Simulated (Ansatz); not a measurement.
# Ag: one input, then a changed one

The cell is COD entry 9008459, as deposited and not checked against the literature; nothing was relaxed.

First run: DFT, LDA, PAW with Ansatz's default frozen-core files, scalar-relativistic (Ansatz 0.2.0).

Command: `ansatz run input.yaml --threads 1 --pin off --max-ram 2048MiB --backend cpu --events-out ev --progress --plain --runs-dir out` The run took 3.5 s on 1 thread of Arm Neoverse V1 (shared host), peak memory 0.32 GiB.

```yaml
crystal:
  lattice:
    - [0.0, 2.0431, 2.0431]
    - [2.0431, 0.0, 2.0431]
    - [2.0431, 2.0431, 0.0]
  atoms:
    - { symbol: Ag, position: [0.0, 0.0, 0.0] }
kpoints:
  mp_grid: { grid: [15, 15, 15] }
  band_path:
    path:
      - [0.0, 0.0, 0.0]
      - [0.5, 0.0, 0.5]
      - [0.625, 0.25, 0.625]
      - [0.375, 0.375, 0.75]
      - [0.0, 0.0, 0.0]
      - [0.5, 0.5, 0.5]
      - [0.5, 0.25, 0.75]
      - [0.5, 0.0, 0.5]
    npoints: 5
scf:
  occupations: { method: fermi_dirac, width: 0.05 }
hamiltonian:
  xc: lda
  pseudopotentials: { kind: paw }
output:
  forces: true
  stress: true
  eigenvalues: true
  efg: { contact_densities: true }
```

Result: converged; pressure -7.45 GPa; 6 SCF iterations.

A second run of a changed input logged this at its end:

```
Error: YAML parse error: `scf.occupations.method` is required: fixed only where the cell keeps a band gap throughout the run, explicit beside scf.occupations.values (under evaluate: without them), else a smearing such as fermi_dirac (scf.occupations.width is optional; its entry in the input reference gives the default)
```

Problem. What was wrong with the input?

Solution. No occupation method, by this change (others could give a like log):
```diff
@@ -20,5 +20,5 @@
     npoints: 5
 scf:
-  occupations: { method: fermi_dirac, width: 0.05 }
+  max_iter: 50
 hamiltonian:
   xc: lda
```
